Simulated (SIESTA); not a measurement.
Runs of SIESTA 5.4.2 on HfO2. Symmetry: P4_2/nmc, No. 137, tetragonal system. Conventional cell: a = 3.558 Å, b = 3.558 Å, c = 5.172 Å, α = 90.00°, β = 90.00°, γ = 90.00°. Hf (site symmetry -4m2) has 4 O at 2.05 Å as nearest neighbours. O (site symmetry 2mm) has 2 Hf at 2.05 Å as nearest neighbours. Measurements of this composition are mostly on another form, of space group No. 14.

```csv
level,potentials or basis,gap on the mesh (eV),pressure (GPa),largest force (eV/Å)
AM05,"PseudoDojo 0.4 standard (PBEsol files), DZP (energy shift 0.003 Ry; two zetas on semicore shells)",4.51,4.5,(c)
WC,"PseudoDojo 0.4 standard (PBEsol files), DZP (energy shift 0.003 Ry; two zetas on semicore shells)",4.51,4.5,0.24
PW91,"PseudoDojo 0.4 standard (PBE files), DZP (energy shift 0.003 Ry; two zetas on semicore shells)",4.58,12.1,(a)
PBEsol,"PseudoDojo 0.4 standard (PBEsol files), DZP (energy shift 0.003 Ry; two zetas on semicore shells)",4.51,4.1,0.24
PBE,"PseudoDojo 0.4 standard (PBE files), DZP (energy shift 0.003 Ry; two zetas on semicore shells)",4.59,12.7,0.30
BLYP,"PseudoDojo 0.4 standard (PBE files), DZP (energy shift 0.003 Ry; two zetas on semicore shells)",4.58,(d),0.31
revPBE,"PseudoDojo 0.4 standard (PBE files), DZP (energy shift 0.003 Ry; two zetas on semicore shells)",4.66,(b),0.31
RPBE,"PseudoDojo 0.4 standard (PBE files), DZP (energy shift 0.003 Ry; two zetas on semicore shells)",4.68,17.0,0.32
LDA,"PseudoDojo 0.4 standard (LDA files), DZP (energy shift 0.003 Ry; two zetas on semicore shells)",4.43,-3.4,0.16
```

Alike in all rows: task band structure; no spin polarisation; cell as given; k mesh 6 × 6 × 4; smearing fermi-dirac 0.05 eV; grid cutoff 800 Ry; energy shift 0.003 Ry.

Task: Fill in the values left out.

Result: (a) 0.29; (b) 15.8; (c) 0.22; (d) 19.9.

Caveats: short orbitals over semicore shells can move pressures by several GPa; spin-orbit coupling is left out, which moves the levels of the heavy elements; the basis of atomic orbitals isn't converged, which shifts pressures, moduli and gaps; the potentials were made for another functional, which shifts forces and pressure (some runs).

A k mesh can miss the band edges, and the runs leave out spin-orbit coupling on Hf.
